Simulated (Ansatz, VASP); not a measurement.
# AlCu5: VASP beside Ansatz

```
Al Cu
1.0
     2.63923    0.00000    0.00000
    -1.31961    2.28564    0.00000
     0.00000    0.00000   12.46005
Al Cu
1 5
Cartesian
  0.0000 1.5238 0.0000
  0.0000 1.5238 8.2922
  0.0000 1.5238 4.1679
  1.3196 0.7619 10.3672
  1.3196 0.7619 2.0928
  1.3196 0.7619 6.2300
```

Alike in both runs: functional PBE; k mesh 18 × 18 × 4; occupations gaussian, width 0.1 eV; no spin polarisation.

Ansatz relaxed the structure, and its values are those at the end. VASP's run is a single point on that final structure, the one shown.

|  | VASP | Ansatz |
| --- | --- | --- |
| version | VASP 6.6.1 | Ansatz 0.2.0 |
| potentials or method | VASP PAW PBE potentials, release 64 (Al, Cu) | scalar-relativistic, plane waves, PAW |
| plane-wave cutoff (eV) | 520 | 420 |
| valence electrons in the cell | 58 | 98 |

|  | VASP | Ansatz | Ansatz less VASP |
| --- | --- | --- | --- |
| gap on the k mesh at the Fermi level (eV) | none | none | - |
| pressure (GPa) | 0.5 | 0.0 | -0.46 |

A gap of «none» marks a metal or a gap that the smearing closes. With one functional, cell and mesh, what is left measures potentials, basis and numerics. The two sets of potentials don't hold the same shells in valence.
